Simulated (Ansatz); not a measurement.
# Hf2Si: tests of the settings

The task, for Hf2Si: test the k-point mesh shifted by half a step.

Program: Ansatz 0.2.0. Level of theory: DFT r2SCAN, scalar-relativistic, plane waves, PAW. These are calculated values, not measurements.

3 further runs of the same task are left out: 2 for a known fault of the program, 1 set aside as unsound or not needed. Runs told in other sessions of the task aren't counted.

## Step 1: The system as given

It takes space group I4/mcm (No. 140, tetragonal). The conventional cell has a = 6.551 Å, b = 6.551 Å, c = 5.166 Å, α = 90.00°, β = 90.00°, γ = 90.00°. Hf (site symmetry m2m) has 4 Si at 2.79 Å and 3 Hf at 2.90 to 3.11 Å in its first shell of neighbours. Si (site symmetry 422) is surrounded by 2 Si at 2.58 Å and 8 Hf at 2.79 Å.

Coordinates:

```cif
data_structure
_symmetry_space_group_name_H-M 'P 1'
_symmetry_Int_Tables_number 1
_cell_length_a 5.3035
_cell_length_b 5.3035
_cell_length_c 5.3035
_cell_angle_alpha 103.720
_cell_angle_beta 103.720
_cell_angle_gamma 121.712
_cell_volume 110.83
loop_
_atom_site_label
_atom_site_type_symbol
_atom_site_fract_x
_atom_site_fract_y
_atom_site_fract_z
_atom_site_occupancy
Hf1 Hf 0.84351 0.65649 0.50000 1
Hf2 Hf 0.34351 0.84351 0.18703 1
Hf3 Hf 0.15649 0.34351 0.50000 1
Hf4 Hf 0.65649 0.15649 0.81297 1
Si1 Si 0.75000 0.75000 0.00000 1
Si2 Si 0.25000 0.25000 0.00000 1
```

Source of the structure: the Materials Project (structure only). It is taken as it stands there.

## Step 2: The base input

Contents of input.yaml:

```yaml
crystal:
  lattice:
    - [-3.275352224, 3.275352224, 2.582823393]
    - [3.275352224, -3.275352224, 2.582823393]
    - [3.275352224, 3.275352224, -2.582823393]
  atoms:
    - { symbol: Hf, position: [0.84351362, 0.65648638, 0.5] }
    - { symbol: Hf, position: [0.34351362, 0.84351362, 0.18702724] }
    - { symbol: Hf, position: [0.15648638, 0.34351362, 0.5] }
    - { symbol: Hf, position: [0.65648638, 0.15648638, 0.81297276] }
    - { symbol: Si, position: [0.75, 0.75, 0.0] }
    - { symbol: Si, position: [0.25, 0.25, 0.0] }
basis:
  ecutwfc: 500
kpoints:
  mp_grid: { grid: [10, 10, 10] }
hamiltonian:
  xc: r2scan
scf:
  occupations: { method: gaussian, width: 0.1 }
output:
  forces: true
  stress: true
  eigenvalues: true
  populations: true
```

Its results, from an earlier run: -10702.5202 eV/atom at zero smearing, pressure 0.45 GPa, largest force 0.012 eV/Å, no gap on the mesh, in 8 SCF cycles and 76 s.

## Step 3: K-point mesh shifted by half a step set to 4×4×4

Contents of input.yaml:

```yaml
crystal:
  lattice:
    - [-3.275352224, 3.275352224, 2.582823393]
    - [3.275352224, -3.275352224, 2.582823393]
    - [3.275352224, 3.275352224, -2.582823393]
  atoms:
    - { symbol: Hf, position: [0.84351362, 0.65648638, 0.5] }
    - { symbol: Hf, position: [0.34351362, 0.84351362, 0.18702724] }
    - { symbol: Hf, position: [0.15648638, 0.34351362, 0.5] }
    - { symbol: Hf, position: [0.65648638, 0.15648638, 0.81297276] }
    - { symbol: Si, position: [0.75, 0.75, 0.0] }
    - { symbol: Si, position: [0.25, 0.25, 0.0] }
basis:
  ecutwfc: 500
kpoints:
  mp_grid: { grid: [4, 4, 4], shift: [0.5, 0.5, 0.5] }
hamiltonian:
  xc: r2scan
scf:
  occupations: { method: gaussian, width: 0.1 }
output:
  forces: true
  stress: true
  eigenvalues: true
```

Command:

```console
$ ansatz run input.yaml --threads 1 --pin off --max-ram 2560MiB --backend cpu --events-out ev --progress --plain --runs-dir out
```

## Step 4: K-point mesh shifted by half a step: 6×6×6

input.yaml: that of step 3 with these lines changed.

```diff
@@ -15,3 +15,3 @@
 kpoints:
-  mp_grid: { grid: [4, 4, 4], shift: [0.5, 0.5, 0.5] }
+  mp_grid: { grid: [6, 6, 6], shift: [0.5, 0.5, 0.5] }
 hamiltonian:
```

## Step 5: K-point mesh shifted by half a step: 8×8×8

input.yaml: that of step 4 with these lines changed.

```diff
@@ -15,3 +15,3 @@
 kpoints:
-  mp_grid: { grid: [6, 6, 6], shift: [0.5, 0.5, 0.5] }
+  mp_grid: { grid: [8, 8, 8], shift: [0.5, 0.5, 0.5] }
 hamiltonian:
```

(Steps that only read results are left out.)

What results come out of these runs, taken together? Wanted: largest energy shift, k-point mesh shifted by half a step.

As calculated:

| quantity | value |
| --- | --- |
| largest energy shift, k-point mesh shifted by half a step | -5.84 meV/atom at 4×4×4 |

What this shows: The densest shifted mesh lands 0.31 meV/atom from the base run. The runs treat Hf without spin-orbit coupling.
